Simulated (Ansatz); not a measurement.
Epitaxial strain in ZnS: moduli and critical thickness

The calculation used Ansatz, DFT PBE, scalar-relativistic, plane waves, PAW. (420 eV cutoff, 12×12×4 k-mesh, Gaussian smearing of 0.02 eV, no spin polarisation)

Starting point, cell and atoms relaxed:

```
Zn S
1.0
     3.84407    0.00000    0.00000
    -1.92203    3.32906    0.00000
     0.00000    0.00000    6.30464
Zn S
2 2
Direct
  0.33333 0.66667 0.00027
  0.66667 0.33333 0.50027
  0.33333 0.66667 0.37473
  0.66667 0.33333 0.87473
```

The a-b plane is strained alike in both directions, as on a substrate, while c and the atoms relax within the symmetry that the strain leaves. Stress is positive in compression; energies are free energies at the smearing used, per atom.

| strain (%) | c (Å) | σ in plane (GPa) | ΔE (meV/atom) |
| --- | --- | --- | --- |
| -3.0 | 6.4184 | 4.78 | 17.58 |
| -2.0 | 6.3801 | 3.12 | 7.75 |
| -1.0 | 6.3427 | 1.54 | 1.96 |
| +0.0 | 6.3046 | 0.05 | 0.00 |
| +1.0 | 6.2711 | -1.37 | 1.69 |
| +2.0 | 6.2364 | -2.66 | 6.81 |
| +3.0 | 6.2031 | -3.87 | 15.15 |

Q: Get the biaxial modulus twice, from the stresses and from the energies of the innermost pair.

A: From stress: M = −Δσ/Δε = (1.54 − (-1.37)) / 0.020 = 145 GPa. Two in-plane directions each store σε/2, so the energy density is Mε²: M = (mean ΔE)/(V ε²) = 1.82 meV / (20.170 Å³ × 0.010²) × 0.16022 GPa Å³/meV = 145 GPa. The two agree.

Q: How well does Mε², with M from the stresses, predict the outermost points?

A: 16.4 meV predicted against 17.6 computed at -3.0 %; 16.4 meV predicted against 15.1 computed at +3.0 %. Compression costs more than stretching, the usual sign of bonds that stiffen as they shorten.

Q: How does c respond, and up to what thickness can a film with 1 % or 2 % misfit stay coherent on a thick substrate?

A: c answers with ε_c = −0.57 ε. In an isotropic solid that ratio is 2ν/(1 − ν), so ν = r/(2 + r) = 0.22. A film of thickness h stores Mε²h per area, 14.5 mJ/m² per nm at 1 %. The Matthews–Blakeslee balance for pure edge misfit dislocations, h = b/(8πf(1 + ν)) × (ln(h/b) + 1), with b taken as the in-plane vector a = 3.84 Å, solved by iteration, gives 4.3 nm at f = 1 % and 1.5 nm at 2 %. This is an isotropic estimate in which the moduli cancel; the real Burgers vector, glide system, anisotropy and slow kinetics can shift it by a factor of a few, mostly upward.